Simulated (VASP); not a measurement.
Set up this calculation in VASP 6.6.1, as the native input.

| Quantity | Value |
| --- | --- |
| Task | relaxation of cell and atoms |
| Functional | r2SCAN |
| Potentials or basis | VASP PAW PBE potentials, release 64 (Co, Si) |
| Cutoff | 600 eV |
| k mesh | 8 × 8 × 8 |
| Occupations | methfessel-paxton, width 0.1 eV |
| Spin | no spin polarisation |
| Further INCAR settings | ALGO = Normal; EDIFF = 1e-07; IBRION = 2; EDIFFG = -0.005; NSW = 90; ISIF = 3 |

The structure of CoSi lies in POSCAR:

```
CoSi                                    
1.0
    4.3830699791      0.0000000000      0.0000000000
    0.0000000000      4.3830699791      0.0000000000
   -0.0000000000     -0.0000000000      4.3830699791
  Co              Si            
     4     4
Direct
     0.1458241085062190    0.1458241085062190    0.1458241085062190
     0.3541758914937811    0.8541758914937809    0.6458241085062191
     0.6458241085062191    0.3541758914937811    0.8541758914937809
     0.8541758914937809    0.6458241085062191    0.3541758914937811
     0.8435988339555898    0.8435988339555898    0.8435988339555898
     0.6564011660444102    0.1564011660444102    0.3435988339555898
     0.3435988339555898    0.6564011660444102    0.1564011660444102
     0.1564011660444102    0.3435988339555898    0.6564011660444102
```

One way to write it, as run:

INCAR

```
PREC     = Accurate       # precision mode
ENCUT    = 600            # plane-wave cutoff, eV
EDIFF    = 1E-7           # SCF threshold, eV
ISMEAR   = 1              # smearing method
SIGMA    = 0.1            # smearing width, eV
LREAL    = F              # projectors in reciprocal space
LASPH    = T              # aspherical terms in the spheres
NELM     = 80             # most SCF steps
ALGO     = Normal         # electronic algorithm
ISIF     = 3              # what is computed and relaxed
LWAVE    = F              # write WAVECAR
LCHARG   = F              # write CHGCAR
METAGGA  = R2SCAN         # meta-GGA
LMIXTAU  = T            
IBRION   = 2              # ionic algorithm
NSW      = 90             # ionic steps
EDIFFG   = -0.005         # ionic threshold
KPAR     = 4
```

KPOINTS

```
Automatic mesh
0
Gamma
  8 8 8
```

Potentials or basis: VASP PAW PBE potentials, release 64 (Co, Si).

Launch:

```sh
$ cat potpaw_PBE.64/Co/POTCAR potpaw_PBE.64/Si/POTCAR > POTCAR
$ mpirun -np 4 vasp_std > vasp.out
```

Results of the run:

```json
{"Relaxed volume": "10.53 Å³/atom", "Relaxed cell": "a = 4.383 Å, b = 4.383 Å, c = 4.383 Å, α = 90.00°, β = 90.00°, γ = 90.00°", "Space group after relaxing (to 0.05 Å)": "P2_13 (No. 198)", "Energy gained by relaxing": "0.0 meV/atom", "Ionic steps": "2", "Pressure after relaxing": "0.0 GPa", "Band gap on the k mesh": "none (metal or under the smearing width)"}
```

Caveat: the PAW data sets were made with another functional, which shifts forces and pressure a little.

It took 2.4 min on 4 MPI ranks on AMD EPYC 9R45 96-Core Processor (Zen 5) (shared host), peak memory 0.28 GiB a rank.
